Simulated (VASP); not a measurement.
# CdSe (Pm-3m) in VASP: further runs, part 2 of 2

VASP 6.6.1. The steps go on from the part before.

## Step 4: Single point, PBE

Input file INCAR:

```
SYSTEM = CdSe
PREC = Accurate
ENCUT = 520
EDIFF = 1E-6
ISMEAR = 0
SIGMA = 0.1
LREAL = .FALSE.
LASPH = .TRUE.
NELM = 60
ALGO = Normal
ISIF = 2
LWAVE = .FALSE.
LCHARG = .TRUE.
GGA = PE
LELF = .TRUE.
LVHAR = .TRUE.
NBANDS = 16
```

Input file KPOINTS:

```
regular mesh
0
G
  16 16 16
  0 0 0
```

Input file POSCAR:

```
CdSe
1.0
    3.5568549614      0.0000000000      0.0000000000
    0.0000000000      3.5568549614      0.0000000000
    0.0000000000      0.0000000000      3.5568549614
Cd Se
1 1
Direct
    0.5000000000      0.5000000000      0.5000000000
    0.0000000000      0.0000000000      0.0000000000
```

Potentials or basis: VASP PAW PBE potentials, release 64 (Cd, Se).

The run is started by

```bash
> cat potpaw_PBE.64/Cd/POTCAR potpaw_PBE.64/Se/POTCAR > POTCAR
> mpirun -np 1 vasp_std > vasp.out
```

OUTCAR:

```text
SYSTEM = CdSe
   PREC = Accurate
   ENCUT = 520
   EDIFF = 1E-6
   ISMEAR = 0
   LREAL = .FALSE.
   LASPH = .TRUE.
   NELM = 60
   ISIF = 2
   GGA = PE

 ion  position               nearest neighbor table
   1  0.500  0.500  0.500-   2 3.08   2 3.08   2 3.08   2 3.08   2 3.08   2 3.08   2 3.08   2 3.08

   2  0.000  0.000  0.000-   1 3.08   1 3.08   1 3.08   1 3.08   1 3.08   1 3.08   1 3.08   1 3.08

  LATTYP: Found a simple cubic cell.
 ALAT       =     3.5568549614

  Lattice vectors:

 A1 = (   3.5568549614,   0.0000000000,   0.0000000000)
 A2 = (   0.0000000000,   3.5568549614,   0.0000000000)
 A3 = (   0.0000000000,   0.0000000000,   3.5568549614)

Analysis of symmetry for initial positions (statically):
=====================================================================
 Subroutine PRICEL returns:
 Original cell was already a primitive cell.

 Routine SETGRP: Setting up the symmetry group for a
 simple cubic supercell.

 Subroutine GETGRP returns: Found 48 space group operations
 (whereof 48 operations were pure point group operations)
 out of a pool of 48 trial point group operations.

The static configuration has the point symmetry O_h .

Analysis of symmetry for dynamics (positions and initial velocities):
=====================================================================
 Subroutine PRICEL returns:
 Original cell was already a primitive cell.

 Routine SETGRP: Setting up the symmetry group for a
 simple cubic supercell.

 Subroutine GETGRP returns: Found 48 space group operations
 (whereof 48 operations were pure point group operations)
 out of a pool of 48 trial point group operations.

The dynamic configuration has the point symmetry O_h .

 Subroutine INISYM returns: Found 48 space group operations
 (whereof 48 operations are pure point group operations),
 and found     1 'primitive' translations

----------------------------------------------------------------------------------------

                                     Primitive cell

  volume of cell :      44.9985

  direct lattice vectors                    reciprocal lattice vectors
     3.556854961  0.000000000  0.000000000     0.281147253  0.000000000  0.000000000
     0.000000000  3.556854961  0.000000000     0.000000000  0.281147253  0.000000000
     0.000000000  0.000000000  3.556854961     0.000000000  0.000000000  0.281147253

  length of vectors
     3.556854961  3.556854961  3.556854961     0.281147253  0.281147253  0.281147253

  position of ions in fractional coordinates (direct lattice)
     0.500000000  0.500000000  0.500000000
     0.000000000  0.000000000  0.000000000

  ion indices of the primitive-cell ions
   primitive index   ion index
                 1           1
                 2           2

----------------------------------------------------------------------------------------

 KPOINTS: regular mesh

Automatic generation of k-mesh.
 Grid dimensions read from file:
 generate k-points for:   16   16   16

 Generating k-lattice:

  Cartesian coordinates                     Fractional coordinates (reciprocal lattice)
     0.017571703  0.000000000  0.000000000     0.062500000  0.000000000  0.000000000
     0.000000000  0.017571703  0.000000000     0.000000000  0.062500000  0.000000000
     0.000000000  0.000000000  0.017571703     0.000000000  0.000000000  0.062500000

  Length of vectors
     0.017571703  0.017571703  0.017571703

  Shift w.r.t. Gamma in fractional coordinates (k-lattice)
     0.000000000  0.000000000  0.000000000

 Subroutine IBZKPT returns following result:
 ===========================================

 Found    165 irreducible k-points:

 Following reciprocal coordinates:
            Coordinates               Weight
  0.000000  0.000000  0.000000      1.000000
  0.062500  0.000000  0.000000      6.000000
  0.125000  0.000000  0.000000      6.000000
  0.187500  0.000000  0.000000      6.000000
  0.250000  0.000000  0.000000      6.000000
  0.312500  0.000000  0.000000      6.000000
[... 16 lines left out ...]
  0.437500  0.125000  0.000000     24.000000
  0.500000  0.125000  0.000000     12.000000
 [... further k-points ...]
   k-points           NKPTS =    165   k-points in BZ     NKDIM =    165   number of bands    NBANDS=     16
   number of dos      NEDOS =    301   number of ions     NIONS =      2
   total plane-waves  NPLWV =  21952
   dimension x,y,z NGX =    28 NGY =   28 NGZ =   28
   dimension x,y,z NGXF=    56 NGYF=   56 NGZF=   56
   ions per type =               1   1
   NGX,Y,Z   is equivalent  to a cutoff of  13.09, 13.09, 13.09 a.u.
   NGXF,Y,Z  is equivalent  to a cutoff of  26.17, 26.17, 26.17 a.u.
 SYSTEM =  CdSe
   PREC   = accura    normal or accurate (medium, high low for compatibility)
   ISTART =      0    job   : 0-new  1-cont  2-samecut
   ICHARG =      2    charge: 1-file 2-atom 10-const
   ISPIN  =      1    spin polarized calculation?
   LNONCOLLINEAR =      F non collinear calculations
   LSORBIT =      F    spin-orbit coupling
   LASPH  =      T    aspherical Exc in radial PAW
   ENCUT  =  520.0 eV  38.22 Ry    6.18 a.u.   6.61  6.61  6.61*2*pi/ulx,y,z
   NELM   =     60;   NELMIN=  2; NELMDL= -5     # of ELM steps
   EDIFF  = 0.1E-05   stopping-criterion for ELM
   LREAL  =      F    real-space projection
[... 7 lines left out ...]
   TEBEG  =    0.0;   TEEND  =   0.0 temperature during run
   PSTRESS=    0.0 pullay stress
   NELECT =      18.0000    total number of electrons
   NUPDOWN=      -1.0000    fix difference up-down
   EMIN   =  10.00;   EMAX   =-10.00  energy-range for DOS
   EFERMI =   0.00;   METHOD = LEGACY
   ISMEAR =     0;   SIGMA  =   0.10  broadening in eV -4-tet -1-fermi 0-gaus
   EFERMI_NEDOS =   21; number of points for ismear=-14 and -15
   IALGO  =     38    algorithm
   IMIX   =      4    mixing-type and parameters
     AMIX     =   0.40;   BMIX     =  1.00
     AMIX_MAG =   1.60;   BMIX_MAG =  1.00
  volume/ion in A,a.u.               =      22.50       151.83
  Fermi-wavevector in a.u.,A,eV,Ry     =   1.206238  2.279458 19.796600  1.455009
  Thomas-Fermi vector in A             =   2.341911
   LORBIT       =      0    0 simple, 1 ext, 2 COOP (PROOUT), +10 PAW based schemes
   GGA     = PE    functional components
   LHFCALC =     F    Hartree Fock is set to
   AEXX    =    0.0000 exact exchange contribution
   IVDW    =     0    specifies the selected vdW correction
   LEPSILON=     F    determine dielectric tensor
   LRPA    =     F    only Hartree local field effects (RPA)
 non-spin polarized calculation
 Gauss-broadening in eV      SIGMA  =   0.10
  energy-cutoff  :      520.00
  volume of cell :       45.00
 maximum number of plane-waves:      1231
 NGX is ok and might be reduce to    28
   NGX = 13   NGY = 13   NGZ = 13

 number of electron      17.9999988 magnetization

 Free energy of the ion-electron system (eV)
  ---------------------------------------------------
  ext. energy  EPLUGINS =         0.00000000
  ---------------------------------------------------
  free energy    TOTEN  =        -4.30392547 eV

  energy without entropy =       -4.29574585  energy(sigma->0) =       -4.29983566

 E-fermi :   3.2138     XC(G=0): -10.4083

 val. band max:        3.2094612277   @ k =   0.1250   0.0000   0.0000
 cond. band min:       3.2145485868   @ k =   0.3750   0.3750   0.0625
 fundamental gap:      0.0050873591
 Fermi energy:         3.2138327765

 k-point     1 :       0.0000    0.0000    0.0000
  band No.  band energies     occupation
      1     -10.3182      2.00000
      2      -5.4662      2.00000
      3      -5.4662      2.00000
      4      -5.0504      2.00000
      5      -5.0504      2.00000
      6      -5.0504      2.00000
[... 8 lines left out ...]
     15      13.8348      0.00000
     16      17.8648      0.00000

 k-point     2 :       0.0625    0.0000    0.0000
  band No.  band energies     occupation
      1     -10.2915      2.00000
      2      -5.4645      2.00000
      3      -5.4565      2.00000
      4      -5.0585      2.00000
      5      -5.0585      2.00000
      6      -5.0497      2.00000
[... 8 lines left out ...]
     15      13.6311      0.00000
     16      17.8033      0.00000
[... 387 lines left out ...]
      5      -5.2098      2.00000
      6      -5.0553      2.00000
[... 8 lines left out ...]
     15      15.2036      0.00000
     16      16.7305      0.00000

 k-point    24 :       0.5000    0.1250    0.0000
  band No.  band energies     occupation
      1      -9.3973      2.00000
      2      -5.3941      2.00000
      3      -5.2693      2.00000
      4      -5.2407      2.00000
      5      -5.2178      2.00000
      6      -5.0544      2.00000
[... 8 lines left out ...]
     15      15.0903      0.00000
     16      16.8059      0.00000

 [... further k-points ...]
[... 5 lines left out ...]
  --------------------------------------------------------------------------------------
  -------------------------------------------------------------------------------------
  Total        0.0745256      0.0745256      0.0745256      0.0000000      0.0000000      0.0000000
  in kB        2.6534895      2.6534895      2.6534895      0.0000000      0.0000000      0.0000000
  external PRESSURE =       2.6534895 kB  Pullay stress =       0.0000000 kB

 VOLUME and BASIS-vectors are now :
 -----------------------------------------------------------------------------
  energy-cutoff  :      520.00
  volume of cell :       45.00
      direct lattice vectors                 reciprocal lattice vectors
     3.556854961  0.000000000  0.000000000     0.281147253  0.000000000  0.000000000
     0.000000000  3.556854961  0.000000000     0.000000000  0.281147253  0.000000000
     0.000000000  0.000000000  3.556854961     0.000000000  0.000000000  0.281147253

 POSITION                                       TOTAL-FORCE (eV/Angst)
 -----------------------------------------------------------------------------------
      1.77843      1.77843      1.77843         0.000000      0.000000      0.000000
      0.00000      0.00000      0.00000         0.000000      0.000000      0.000000
 -----------------------------------------------------------------------------------
    total drift:                                0.000000      0.000000      0.000000

  FREE ENERGIE OF THE ION-ELECTRON SYSTEM (eV)
  ---------------------------------------------------
  free  energy   TOTEN  =        -4.3039254697 eV

  energy  without entropy=       -4.2957458502  energy(sigma->0) =       -4.29983566
```

OSZICAR:

```text
N       E                     dE             d eps       ncg     rms          rms(c)
DAV:   1     0.994604225596E+02    0.99460E+02   -0.89430E+03  5280   0.105E+03
DAV:   2    -0.171540522773E+01   -0.10118E+03   -0.94633E+02  6536   0.251E+02
DAV:   3    -0.482535927393E+01   -0.31100E+01   -0.30994E+01  6160   0.435E+01
DAV:   4    -0.483142486947E+01   -0.60656E-02   -0.60653E-02  6680   0.212E+00
DAV:   5    -0.483144278777E+01   -0.17918E-04   -0.17919E-04  6248   0.106E-01    0.486E+00
DAV:   6    -0.431214952964E+01    0.51929E+00   -0.96711E-01  6256   0.997E+00    0.436E+00
DAV:   7    -0.430740128077E+01    0.47482E-02   -0.76812E-02  5816   0.245E+00    0.218E+00
DAV:   8    -0.430395198015E+01    0.34493E-02   -0.65408E-03  6312   0.879E-01    0.246E-01
DAV:   9    -0.430388500157E+01    0.66979E-04   -0.44823E-04  6696   0.219E-01    0.571E-02
DAV:  10    -0.430392327953E+01   -0.38278E-04   -0.78915E-05  5872   0.788E-02    0.240E-02
DAV:  11    -0.430392527046E+01   -0.19909E-05   -0.42043E-06  6200   0.169E-02    0.549E-03
DAV:  12    -0.430392546968E+01   -0.19923E-06   -0.26993E-07  3328   0.530E-03
   1 F= -.43039255E+01 E0= -.42998357E+01  d E =-.817962E-02
```

It took 48 s on 1 thread of AMD EPYC 9R45 (Zen 5), shared host; peak memory 0.22 GiB.

Results:

```yaml
Free_energy: -4.3039 eV
Pressure: 0.3 GPa
Band_gap_on_the_k_mesh: none (metal or under the smearing width)
```

## Step 5: Single point, PBE (random cell by space group and Wyckoff sites (Pm-3m, No. 221))

Input file INCAR:

```
  PREC = Accurate
  ENCUT = 520
  EDIFF = 1E-6
  ISMEAR = 0
  SIGMA = 0.1
  LREAL = F
  LASPH = T
  NELM = 80
  ALGO = Normal
  ISIF = 2
  LWAVE = F
  LCHARG = F
  GGA = PE
  NBANDS = 16
```

Input file KPOINTS:

```
regular mesh
0
Gamma
  4 4 4
```

Input file POSCAR:

```
CdSe
1.0
    4.0037343600      0.0000000000      0.0000000000
    0.0000000000      4.0037343600      0.0000000000
    0.0000000000      0.0000000000      4.0037343600
Cd Se
1 1
Direct
    0.5000000000      0.5000000000      0.5000000000
    0.0000000000      0.0000000000      0.0000000000
```

The run is started by

```bash
> cat potpaw_PBE.64/Cd/POTCAR potpaw_PBE.64/Se/POTCAR > POTCAR
> mpirun -np 1 vasp_std > vasp.out
```

It took 6.1 s on 1 thread of AMD EPYC 9R45 (Zen 5), shared host; peak memory 0.13 GiB.

The run converged. Its results:

```
Free energy            : -3.6142 eV
Pressure               : -8.4 GPa
Band gap on the k mesh : none (metal or under the smearing width)
```

Levels at points of the mesh, in eV from the Fermi level:
```tsv
k point	band 5	band 6	band 7	band 8	band 9	band 10	band 11	band 12	band 13	band 14
(0.00, 0.00, 0.00)	-8.07	-8.07	-2.08	-0.65	-0.65	-0.65	6.32	6.32	8.04	8.04
(0.50, 0.00, 0.00)	-8.12	-8.07	-4.14	-0.07	-0.07	2.15	2.33	6.08	6.08	7.49
(0.50, 0.50, 0.00)	-8.05	-8.02	-2.59	-2.59	-1.12	0.08	5.66	5.66	7.30	8.02
(0.50, 0.50, 0.50)	-8.01	-8.01	-1.48	-1.48	-1.48	0.56	2.31	2.31	2.31	12.98
```

Caveat: the k mesh is coarse (spacing up to 0.39 Å⁻¹), so the values aren't converged.

## Step 6: The runs side by side

```csv
task,cell,k mesh,cutoff (eV),mesh quality,gap on the mesh (eV),pressure (GPa)
single point,"random cell by space group and Wyckoff sites (Pm-3m, No. 221)",16 × 16 × 16,520,not flagged,none,0.3
relaxation of cell and atoms,"relaxed from: random cell by space group and Wyckoff sites (Pm-3m, No. 221)",16 × 16 × 16,600,not flagged,none,0.0
single point,as given,16 × 16 × 16,520,not flagged,none,0.3
single point,"random cell by space group and Wyckoff sites (Pm-3m, No. 221)",4 × 4 × 4,520,coarse,none,-8.4
```

Alike in all rows: level PBE; potentials or basis VASP PAW PBE potentials, release 64 (Cd, Se); no spin polarisation; smearing gaussian 0.1 eV.

Caveats: some runs use coarse meshes; the relaxation stopped at its first step, so nothing moved (some runs).

Absolute energies hang on the potentials; compare differences alone.
